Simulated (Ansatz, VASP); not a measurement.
**Cross-check of TaN (TaN strained to the junction's net) between VASP and Ansatz**

Aim: how closely do two programs agree when they are given the same cell, functional and k mesh? The cell is generated by rule, not measured, and may not be a known phase. The structure shown is the end of the Ansatz relaxation below.

Main program and level: Ansatz 0.2.0; plane waves, with VASP 6.6.1 beside it; single point at PBE with D3(BJ).

### 1. Starting point

Symmetry: R-3m, No. 166, trigonal system. Conventional cell: a = 3.062 Å, b = 3.062 Å, c = 7.724 Å, α = 90.00°, β = 90.00°, γ = 120.00°. Nearest to Ta lie 6 N at 2.19 Å. N has 6 Ta at 2.19 Å nearest. Farther neighbours and most contacts between anions are not listed.

### 2. Ansatz: relaxation, PBE with D3(BJ)

Ansatz runs on its default PAW (the set named soft_2) files.

This run makes the geometry at which the two programs are then compared.

File input.yaml:

```yaml
crystal:
  lattice:
    - [3.062, 0.0, 0.0]
    - [-1.531, 2.6517697864, 0.0]
    - [0.0, 0.0, 7.7643934534]
  atoms:
    - { symbol: Ta, position: [0.0, 0.0, 0.0] }
    - { symbol: "N", position: [0.3333333333, 0.6666666667, 0.1666666667] }
    - { symbol: Ta, position: [0.6666666667, 0.3333333333, 0.3333333333] }
    - { symbol: "N", position: [0.0, 0.0, 0.5] }
    - { symbol: Ta, position: [0.3333333333, 0.6666666667, 0.6666666667] }
    - { symbol: "N", position: [0.6666666667, 0.3333333333, 0.8333333333] }
kpoints:
  mp_grid: { grid: [12, 12, 4] }
scf:
  occupations: { method: fermi_dirac, width: 0.1 }
  max_iter: 150
hamiltonian:
  xc: pbe
  dispersion: d3bj
relax:
  f_tol: 0.01
  max_steps: 40
  cell: { fix: [a, b, angles] }
```

The run is started by

```
$ ansatz run input.yaml --threads 4 --pin off --max-ram 12288MiB --backend cpu --events-out ev --progress --plain --runs-dir out
```

Numbers of over 12 decimals in the logs are rounded to 6 here.

Output:

```text
Engine: ansatz 0.2.0, x86_64-unknown-linux-gnu
Pseudopotentials: kind: paw
Pseudopotential: Ta, paw, valence charge 13, recommended cutoff 420 eV (normal), Ta.paw.azcp
Pseudopotential: N, paw, valence charge 5, recommended cutoff 420 eV (normal), N.paw.azcp
Functional definition: PBE
  parameter kappa = 0.804
  parameter beta = 0.066725
  exchange = pbe_x(kappa = kappa, mu = beta*pi^2/3)
  correlation = pbe_c(beta = beta)
Crystal: 6 atoms, lattice volume = 63.045 Å³
Basis set: ecut = 420 eV, 1225 PW (Γ), exchange–correlation on 48×48×108 points (8 copies of the dense FFT grid, shifted against one another)
Bands: 33, of which v1, the nominal top of the filled ones, is band 27 counted from 1 (26 counted from 0)
Symmetry: 36 space group operations
Space group: R-3m (ITA 166), of the structure as read, at distance tolerance 4.0e-5 Å
k-points: 69 of 576
Non-local potential: Ta, projectors of the file, l = 0: 3, l = 1: 2, l = 2: 2, l = 3: 1
Non-local potential: N, projectors of the file, l = 0: 2, l = 1: 2, l = 2: 1
PAW form: soft (Blöchl's): semilocal exchange-correlation on the pseudo side does not see the compensation charge
PAW one-centre angular grid: Ta, 590 points (default); XC on 64 Gauss nodes
PAW one-centre angular grid: N, 110 points (default); XC on 64 Gauss nodes
Initial density: superposition of atomic densities (neutral atoms: chi_scale 0, normalization atom), corrected by the library's trained network
Initial wavefunctions: pseudopotential atomic-orbital guess
Functional: x = pbe(κ = 0.804, μ = 0.219515), c = pbe(β = 0.066725)
SCF iter   1: F=—  HF=-30956.596369 eV  |F-HF|=—  |Δ(HF+E_count)|=         —  Δρ=2.06e-3  dr2=1.48e-3  ethr=1.77e-3  ⟨swp⟩=5.4  Hψ=20157  notcnv=0  defer=15
automatic band count: the SCF goes on with 39 bands, as 33 were too few: the levels above may hold too much charge
preconditioner: auto → Kerker (q_TF=auto, 2.659 Å⁻¹)  [metal: Δε(μ)=0.015 eV  Ē_g=11.120 eV  σ=0.100 eV  W_gap=0.04  n_scr=24 (ndim 8)  ℏωp=25.6 eV  f_vac=0.000  D(μ)=2.61/eV (n_scr^D=24)]
SCF iter   2: F=—  HF=-30956.596024 eV  |F-HF|=—  |Δ(HF+E_count)|=   3.45e-4  Δρ=1.09e-3  dr2=3.12e-4  ethr=2.74e-6  ⟨swp⟩=2.1  Hψ=5048  notcnv=0  defer=15
SCF iter   3: F=—  HF=-30956.596364 eV  |F-HF|=—  |Δ(HF+E_count)|=   3.40e-4  Δρ=1.92e-4  dr2=1.58e-5  ethr=5.79e-7  ⟨swp⟩=2.3  Hψ=3682  notcnv=0  defer=15
SCF iter   4: F=—  HF=-30956.596395 eV  |F-HF|=—  |Δ(HF+E_count)|=   3.11e-5  Δρ=5.91e-5  dr2=1.33e-6  ethr=2.93e-8  ⟨swp⟩=2.4  Hψ=3463  notcnv=0  defer=15
iter 5 did not close the SCF: its close was put off for the readings that it lacked (scf_convergence_deferred on its scf_iter line)
SCF iter   5: F=-30956.596395 eV  HF=-30956.596395 eV  |F-HF|=2.38e-9  |Δ(HF+E_count)|=   4.23e-8  Δρ=6.59e-6  dr2=1.72e-8  ethr=2.46e-9  ⟨swp⟩=2.6  Hψ=4225  notcnv=0  defer=15
SCF iter   6: F=-30956.596395 eV  HF=-30956.596395 eV  |F-HF|=1.82e-10  |Δ(HF+E_count)|=   5.53e-9  Δρ=1.30e-6  dr2=4.00e-10  ethr=3.18e-11  ⟨swp⟩=2.0  Hψ=8021  notcnv=0
SCF 1 converged in 6 iterations: F = -30956.596395 eV  dr2 = 4.00e-10
  greatest PAW one-centre occupation: 0.999 electrons in one spin orbital (limit 2), on the Ta atom at site 4 (counted from 0), in its partial waves of l = 0
relax step   1: F+E_penalty+E_count = -30956.59639521 eV  Δ(F+E_penalty+E_count) = +0.000e0 eV  max|allowed force component| = 8.404e-27 eV/Å  Δτ_max = 0.0000 Å  P = +1.257 GPa  Ω = 63.045 Å³  fix = [a, b, alpha, beta, gamma]  reactions: a +2.953, b +2.953 GPa  (6 SCF iters, dr2 threshold 1.00e-7 eV, accepted)
[...]
relax step   4: F+E_penalty+E_count = -30956.59857792 eV  Δ(F+E_penalty+E_count) = +9.925e-4 eV  max|allowed force component| = 2.109e-28 eV/Å  Δτ_max = 0.0000 Å  P = +3.040 GPa  Ω = 62.725 Å³  fix = [a, b, alpha, beta, gamma]  reactions: a +4.588, b +4.588 GPa  stress off target by 5.54e-2 GPa on what of the cell is left free  SCF on the basis re-selected at this cell (its energy is not comparable with the rows above)  (8 SCF iters)
[...]
relax step   5: F+E_penalty+E_count = -30956.59860541 eV  Δ(F+E_penalty+E_count) = -2.749e-5 eV  max|allowed force component| = 6.339e-28 eV/Å  Δτ_max = 0.0000 Å  P = +3.086 GPa  Ω = 62.717 Å³  energy of the carried Pulay correction = +2.607e-5 eV  fix = [a, b, alpha, beta, gamma]  reactions: a +4.630, b +4.630 GPa  (6 SCF iters, dr2 threshold 7.67e-9 eV, accepted)
[...]
relax step   6: F+E_penalty+E_count = -30956.59857165 eV  Δ(F+E_penalty+E_count) = +3.376e-5 eV  max|allowed force component| = 7.428e-28 eV/Å  Δτ_max = 0.0000 Å  P = +3.086 GPa  Ω = 62.717 Å³  fix = [a, b, alpha, beta, gamma]  reactions: a +4.630, b +4.630 GPa  stress off target by 1.29e-3 GPa on what of the cell is left free  SCF on the basis re-selected at this cell (its energy is not comparable with the rows above)  (7 SCF iters)
basis re-selected at this cell: Δ(F+E_penalty+E_count) = +3.376e-5 eV, ΔP = -0.000 GPa vs the last step (what re-selecting the basis moved, of the pressure what is left beyond the Pulay correction that the steps carried, after the strain that the cell walked since its last selection, with what the two solves' SCF thresholds leave and, on support functions, any second-order correction that the steps lacked; it is no m [...]
SCF converged after 7 iterations
Free energy (F): -30956.598572 eV
Harris-Foulkes:  -30956.598572 eV  (|F-HF|=2.91e-11)
Internal energy: -30956.515387 eV  (E = F + TS)
E sigma→0 (E₀):  -30956.556980 eV
Entropy (-TS):   -0.083184 eV (-13.864 meV/atom)
Fermi energy:    22.083197 eV
--- Per-component energies (eV) ---
  E_band       = -112.826495
  E_kinetic    = 1508.207786
  E_local      = -1714.875887  (includes V_loc(G=0)·N_el)
  E_nonlocal   = 180.849541
  E_hartree    = 581.030073
  E_xc         = -841.926663
  E_vxc        = -850.005245  (∫ρ·V_xc dr)
  E_paw        = -25573.760294  (= ΣΔE_a)
  E_vpaw       = -399.063586  (= ΣTr[D̂ρ^β])
  E_aug_tail   = 0.000748  (compensation charges beyond the density's cutoff)
  E_ewald      = -5093.154881
  E_disp       = -2.885811  (pairwise vdW)
  E_smearing   = -0.083184  (= −TS)
  E_closure    = 0.000000  (closes the sum)
  Σ components = -30956.598572   (vs F -30956.598572, Δ=0.00e0)
--- Forces (eV/Å), atoms counted from 1 ---
  atom   1  Ta     0.00000000    -0.00000000    -0.00000000
  atom   2  N      0.00000000     0.00000000     0.00000000
  atom   3  Ta     0.00000000     0.00000000    -0.00000000
  atom   4  N     -0.00000000     0.00000000     0.00000000
  atom   5  Ta     0.00000000     0.00000000     0.00000000
  atom   6  N     -0.00000000    -0.00000000    -0.00000000
  max |Σ_I F_I| component: 9.51e-28 eV/Å
--- Stress (GPa, compression-positive) ---
        4.629726       0.000000      -0.000000
        0.000000       4.629726       0.000000
       -0.000000       0.000000      -0.001287
  P = ⅓ Tr σ = 3.0861 GPa (30.861 kbar)
--- Relaxed structure (4 steps of the walk, 4 accepted, 2 SCFs on fresh bases) ---
  F+E_penalty+E_count = -30956.59857165 eV   max|allowed force component| = 7.428e-28 eV/Å   (the final SCF, on the basis selected at the relaxed cell)
  cell:  # Å, volume = 62.7169 Å³
    - [3.062000, 0, 0]
    - [-1.531000, 2.651770, 0]
    - [0, 0, 7.724025]
  atoms:
    - { symbol: Ta, position: [0, 0, 0] }
    - { symbol: N, position: [0.333333, 0.666667, 0.166667] }
    - { symbol: Ta, position: [0.666667, 0.333333, 0.333333] }
    - { symbol: N, position: [0, 0, 0.5] }
    - { symbol: Ta, position: [0.333333, 0.666667, 0.666667] }
    - { symbol: N, position: [0.666667, 0.333333, 0.833333] }
```

The column dr2 measures how far the density is from self-consistency, as an energy; F and HF (Harris–Foulkes) agree once it is small.

### 3. VASP: single point, PBE with D3(BJ)

The same cell, functional, mesh and smearing now go to VASP, with its own data sets.

Lines of VASP's logs that name or quote its potential files are left out, and so is its time.

File INCAR:

```
SYSTEM = TaN
PREC = Accurate
ENCUT = 600
EDIFF = 1E-06
NELM = 120
ISMEAR = -1
SIGMA = 0.1
LREAL = .FALSE.
ALGO = Normal
GGA = PE
IVDW = 12
NBANDS = 30
LASPH = .TRUE.
LORBIT = 11
LWAVE = .FALSE.
LCHARG = .FALSE.
ISIF = 2
GGA_COMPAT = .FALSE.
KPAR = 2
```

File POSCAR:

```
TaN
1.0
    3.0620000000      0.0000000000      0.0000000000
   -1.5310000000      2.6517697864      0.0000000000
    0.0000000000      0.0000000000      7.7240247037
Ta N
3 3
Direct
    0.0000000000      0.0000000000      0.0000000000
    0.6666666667      0.3333333333      0.3333333333
    0.3333333333      0.6666666667      0.6666666667
    0.3333333333      0.6666666667      0.1666666667
    0.0000000000      0.0000000000      0.5000000000
    0.6666666667      0.3333333333      0.8333333333
```

File KPOINTS:

```
Automatic mesh
0
Gamma
12 12 4
0 0 0
```

The projector-augmented-wave data sets are Ta_pv and N (PBE family, release 64).

The run is started by

```
$ mpirun -np 2 vasp_std
```

Output:

```text
[banner, memory and clock lines left out]
running    2 mpi-ranks, on    1 nodes
 distrk:  each k-point on    1 cores,    2 groups
 distr:  one band on    1 cores,    1 groups

 POSCAR found type information on POSCAR TaN
 POSCAR found :  2 types and       6 ions
 LDA part: xc-table for (Slater+PW92), standard interpolation
 POSCAR, INCAR and KPOINTS ok, starting setup
 FFT: planning ... GRIDC
 FFT: planning ... GRID_SOFT
 FFT: planning ... GRID
 WAVECAR not read
 entering main loop
       N       E                     dE             d eps       ncg     rms          rms(c)
DAV:   1     0.484705468753E+03    0.48471E+03   -0.28829E+04  4140   0.189E+03
DAV:   2    -0.417693013364E+02   -0.52647E+03   -0.50955E+03  4740   0.525E+02
DAV:   3    -0.736700465317E+02   -0.31901E+02   -0.31121E+02  5162   0.121E+02
DAV:   4    -0.745033948159E+02   -0.83335E+00   -0.81501E+00  5388   0.171E+01
DAV:   5    -0.745209302957E+02   -0.17535E-01   -0.17416E-01  5202   0.188E+00    0.432E+01
DAV:   6    -0.656785612499E+02    0.88424E+01   -0.51402E+01  5230   0.409E+01    0.194E+01
DAV:   7    -0.654918921310E+02    0.18667E+00   -0.22880E+00  4930   0.873E+00    0.964E+00
DAV:   8    -0.654448978797E+02    0.46994E-01   -0.22088E-01  4990   0.324E+00    0.752E-01
DAV:   9    -0.654353063002E+02    0.95916E-02   -0.52584E-02  5176   0.110E+00    0.209E-01
DAV:  10    -0.654353769741E+02   -0.70674E-04   -0.46496E-03  5310   0.511E-01    0.104E-01
DAV:  11    -0.654351397441E+02    0.23723E-03   -0.80591E-04  5184   0.164E-01    0.249E-02
DAV:  12    -0.654351363619E+02    0.33821E-05   -0.11151E-04  5730   0.586E-02    0.598E-03
DAV:  13    -0.654351357230E+02    0.63891E-06   -0.42663E-06  4480   0.117E-02
   1 F= -.68320065E+02 E0= -.68278373E+02  d E =-.833845E-01
```

OUTCAR, selected parts (step 3):

```text
ion  position               nearest neighbor table
   1  0.000  0.000  0.000-   4 2.19   6 2.19   6 2.19   4 2.19   6 2.19   4 2.19   2 3.12   3 3.12
                             3 3.12   2 3.12   2 3.12   3 3.12
   2  0.667  0.333  0.333-   4 2.19   4 2.19   4 2.19   5 2.19   5 2.19   5 2.19   1 3.12   1 3.12
                             1 3.12   3 3.12   3 3.12   3 3.12
   3  0.333  0.667  0.667-   6 2.19   6 2.19   6 2.19   5 2.19   5 2.19   5 2.19   1 3.12   1 3.12
                             1 3.12   2 3.12   2 3.12   2 3.12
   4  0.333  0.667  0.167-   2 2.19   2 2.19   2 2.19   1 2.19   1 2.19   1 2.19
   5  0.000  0.000  0.500-   2 2.19   3 2.19   2 2.19   3 2.19   2 2.19   3 2.19
   6  0.667  0.333  0.833-   3 2.19   3 2.19   3 2.19   1 2.19   1 2.19   1 2.19

  LATTYP: Found a hexagonal cell.
 ALAT       =     3.0620000000
 C/A-ratio  =     2.5225423591

 Subroutine GETGRP returns: Found 12 space group operations
 (whereof 12 operations were pure point group operations)

The static configuration has the point symmetry D_3d.

 Found     69 irreducible k-points:

   k-points           NKPTS =     69   k-points in BZ     NKDIM =     69   number of bands    NBANDS=     30

   dimension x,y,z NGX =    24 NGY =   24 NGZ =   64
   dimension x,y,z NGXF=    48 NGYF=   48 NGZF=  128

   ENCUT  =  600.0 eV  44.10 Ry    6.64 a.u.   6.12  6.12 15.43*2*pi/ulx,y,z

   NELECT =      48.0000    total number of electrons

 k-points in reciprocal lattice and weights: Automatic mesh
   0.00000000  0.00000000  0.00000000       0.002
   0.08333333  0.00000000  0.00000000       0.010
   0.16666667  0.00000000  0.00000000       0.010
   0.25000000  0.00000000  0.00000000       0.010
   0.33333333  0.00000000  0.00000000       0.010
   0.41666667  0.00000000  0.00000000       0.010
   0.50000000  0.00000000  0.00000000       0.005
   0.08333333  0.08333333  0.00000000       0.010
   0.16666667  0.08333333  0.00000000       0.021
[...]
0.33333333  0.25000000  0.50000000       0.021
   0.33333333  0.33333333  0.50000000       0.003

 average (electrostatic) potential at core
       1 -34.5966       2 -34.5966       3 -34.5966       4 -61.0797       5 -61.0797
       6 -61.0797

 E-fermi :   9.7147

 k-point     1 :       0.0000    0.0000    0.0000
  band No.  band energies     occupation
    ...
     22       7.2596      2.00000
     23       7.7372      2.00000
     24       7.7372      2.00000
     25       9.8233      0.50489
     26       9.8233      0.50489
     27       9.8267      0.49212
     28       9.8267      0.49212
     29      10.3505      0.00346
     30      10.3505      0.00346

 k-point     2 :       0.0833    0.0000    0.0000
  band No.  band energies     occupation
    ...
     22       7.4236      2.00000
     23       7.9672      2.00000
     24       8.0991      2.00000
     25       8.9121      1.99935
     26       9.6220      1.43309
     27       9.9458      0.18053
     28      10.2057      0.01465
     29      10.5937      0.00030
     30      10.8373      0.00003

 k-point     3 :       0.1667    0.0000    0.0000
  band No.  band energies     occupation
    ...
     21       4.7689      2.00000
     22       7.5615      2.00000
     23       7.7322      2.00000
     24       8.5782      1.99998
     25       8.8673      1.99958
     26       9.8897      0.29610
     27       9.9319      0.20465
     28      11.1623      0.00000
     29      11.5693      0.00000
     30      11.7733      0.00000

 Edisp (eV)   -2.88493

  Total       2.13318     2.13318     0.32311     0.00000     0.00000     0.00000
  in kB      54.49460    54.49460     8.25410     0.00000     0.00000     0.00000
  external pressure =       39.08 kB  Pullay stress =        0.00 kB

  energy-cutoff  :      600.00
  volume of cell :       62.72
      direct lattice vectors                 reciprocal lattice vectors
     3.062000000  0.000000000  0.000000000     0.326583932  0.188553321  0.000000000
    -1.531000000  2.651769786  0.000000000     0.000000000  0.377106642  0.000000000
     0.000000000  0.000000000  7.724024704     0.000000000  0.000000000  0.129466184

 POSITION                                       TOTAL-FORCE (eV/Angst)
 -----------------------------------------------------------------------------------
      0.00000      0.00000      0.00000        -0.000000     -0.000000     -0.000000
      1.53100      0.88392      2.57467        -0.000000     -0.000000     -0.000000
     -0.00000      1.76785      5.14935         0.000000     -0.000000      0.000000
     -0.00000      1.76785      1.28734         0.000000      0.000000      0.000000
      0.00000      0.00000      3.86201        -0.000000     -0.000000     -0.000000
      1.53100      0.88392      6.43669         0.000000     -0.000000     -0.000000
 -----------------------------------------------------------------------------------
    total drift:                                0.000000      0.000000     -0.000000

  FREE ENERGIE OF THE ION-ELECTRON SYSTEM (eV)
  ---------------------------------------------------
  free  energy   TOTEN  =       -68.3200650589 eV

  energy  without entropy=      -68.2366805512  energy(sigma->0) =      -68.27837281

 total charge
# of ion       s       p       d       tot
------------------------------------------
    1        0.278   6.231   2.474   8.983
    2        0.278   6.231   2.474   8.983
    3        0.278   6.231   2.474   8.983
    4        1.228   2.546   0.000   3.774
    5        1.228   2.546   0.000   3.774
    6        1.228   2.546   0.000   3.774
--------------------------------------------------
tot          4.519  26.331   7.421  38.271

[... 3 further parts left out ...]
```

The run ends at a pressure of 3.91 GPa.

### 4. Side by side

Known differences besides the potentials themselves: the data sets hold 54 valence electrons in Ansatz (on its default PAW (the set named soft_2) files) and 48 in VASP; the cutoff is 420 eV in Ansatz and 600 eV in VASP; Ansatz's pressure holds a Pulay correction, VASP's none. Total energies have different zeros and are not compared.

Compared:

```tsv
quantity	Ansatz	VASP	difference
pressure (GPa)	3.09	3.91	-0.82
```

### 5. Summary of results

```yaml
difference_in_pressure_single_point_pbe_with_d3_bj: -0.82 GPa
```

**Reading.** The difference in pressure is -0.82 GPa (single point, PBE with D3(BJ)), within the 1 GPa picked in this series as the mark of a large difference. The data sets hold unlike numbers of valence electrons (54 in Ansatz and 48 in VASP), so part of the differences comes from the potentials. How closely two codes agree says nothing of how well the functional describes the real material.

[Lines on the potential files, build, host, timing and source positions are cut from VASP's logs without a mark.]

[Logs are printed without paths, hosts, clocks, repeated set-up lines and the standing remarks that a program may print on its own settings, such as how far it seeks lower states.]

[Hosts, paths, dates, database ids (printed as entryN), source tags and the programs' standing remarks are cut or masked in the printed files.]
